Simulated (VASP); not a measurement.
Wanted: the native input for a VASP 6.6.1 run.

```yaml
Task: relaxation of cell and atoms
Functional: PBE
Dispersion: D2
Potentials_or_basis: VASP PAW PBE potentials, release 64 (Co, O)
Cutoff: 600 eV
k_mesh: 10 × 10 × 4
Occupations: gaussian, width 0.05 eV
Spin: collinear spin, ferromagnetic start
Starting_moments: "[2.0, 2.0, 2.0, 0.0, 0.0, 0.0] μB"
Further_INCAR_settings: ALGO = Normal; EDIFF = 1e-07; IBRION = 2; EDIFFG = -0.01; NSW = 60; ISIF = 3
```

The structure of CoO lies in CoO.cif:

```cif
data_CoO
_cell_length_a 3.20443968
_cell_length_b 3.20443968
_cell_length_c 7.69941267
_cell_angle_alpha 90.00000000
_cell_angle_beta 90.00000000
_cell_angle_gamma 120.00000000
_space_group_name_H-M_alt 'R3m'
_space_group_name_Hall 'R 3 -2"'
_space_group_IT_number 160
loop_
_space_group_symop_operation_xyz
'x,y,z'
'-y,x-y,z'
'-x+y,-x,z'
'-y,-x,z'
'-x+y,y,z'
'x,x-y,z'
'x+2/3,y+1/3,z+1/3'
'-y+2/3,x-y+1/3,z+1/3'
'-x+y+2/3,-x+1/3,z+1/3'
'-y+2/3,-x+1/3,z+1/3'
'-x+y+2/3,y+1/3,z+1/3'
'x+2/3,x-y+1/3,z+1/3'
'x+1/3,y+2/3,z+2/3'
'-y+1/3,x-y+2/3,z+2/3'
'-x+y+1/3,-x+2/3,z+2/3'
'-y+1/3,-x+2/3,z+2/3'
'-x+y+1/3,y+2/3,z+2/3'
'x+1/3,x-y+2/3,z+2/3'
loop_
_atom_site_label
_atom_site_type_symbol
_atom_site_symmetry_multiplicity
_atom_site_Wyckoff_symbol
_atom_site_fract_x
_atom_site_fract_y
_atom_site_fract_z
_atom_site_occupancy
Co1 Co 3 a 0.3333333333 0.6666666667 0.6656449867 1
O1 O 3 a 0.3333333333 0.6666666667 0.4176876967 1
```

The structure of CoO lies in POSCAR:

```
Co O 
 1.0000000000000000
     3.2044396800000001    0.0000000000000000    0.0000000000000000
    -1.6022198399999994    2.7751261677748778    0.0000000000000000
     0.0000000000000000    0.0000000000000000    7.6994126700000001
 Co  O  
   3   3
Cartesian
 -0.0000000001602215  1.8500841119424225  5.1250754443199620
  3.2044396798397781  0.0000000000925042  7.6915463343199617
  1.6022198398397789  0.9250420560174633  2.5586045543199627
 -0.0000000001602215  1.8500841119424225  3.2159499440750978
  3.2044396798397781  0.0000000000925042  5.7824208340750971
  1.6022198398397789  0.9250420560174633  0.6494790540750982
```

Measurements of this composition are mostly on another form, of space group No. 225.

One way to write it, as run:

INCAR

```
SYSTEM = CoO
  PREC = Accurate
  ENCUT = 600
  EDIFF = 1E-7
  ISMEAR = 0
  SIGMA = 0.05
  LREAL = .False.
  LASPH = .True.
  NELM = 120
  ALGO = Normal
  ISIF = 3
  LWAVE = .False.
  LCHARG = .False.
  ISPIN = 2
  MAGMOM = 2 2 2 0 0 0
  LORBIT = 11
  LMAXMIX = 4
  GGA = PE
  IVDW = 1
  IBRION = 2
  NSW = 60
  EDIFFG = -0.01
```

KPOINTS

```
regular mesh
0
Gamma
  10 10 4
  0 0 0
```

Potentials or basis: VASP PAW PBE potentials, release 64 (Co, O).

Command:

```sh
$ ase convert -i cif -o vasp CoO.cif POSCAR
$ cat potpaw_PBE.64/Co/POTCAR potpaw_PBE.64/O/POTCAR > POTCAR
$ mpirun -np 1 vasp_std > vasp.out
```

It gave:

```json
{"Relaxed volume": "11.19 Å³/atom", "Relaxed cell": "a = 3.165 Å, b = 3.165 Å, c = 7.734 Å, α = 90.00°, β = 90.00°, γ = 120.00°", "Space group after relaxing (to 0.05 Å)": "F-43m (No. 216)", "Energy gained by relaxing": "5.6 meV/atom", "Ionic steps": "5", "Pressure after relaxing": "-0.1 GPa", "Band gap on the k mesh": "none (metal or under the smearing width)", "Net moment": "8.05 μB per cell", "Site moments": "Co +2.32; O +0.28 μB", "Valence electrons inside the program's atomic spheres": "Co 8.04; O 5.00", "Dispersion energy per atom": "-0.285 eV"}
```

Caveat: atom-pairwise D2, TS and ULG terms overbind metals; semilocal functionals often make such compounds metallic where correlation or magnetic order opens a gap, which also shifts bond lengths; pairwise dispersion overbinds metals, which lowers pressure and volume.

It took 25 min on 1 thread of AMD EPYC 7R43 64-Core Processor (Zen 3) (shared host), peak memory 0.33 GiB.
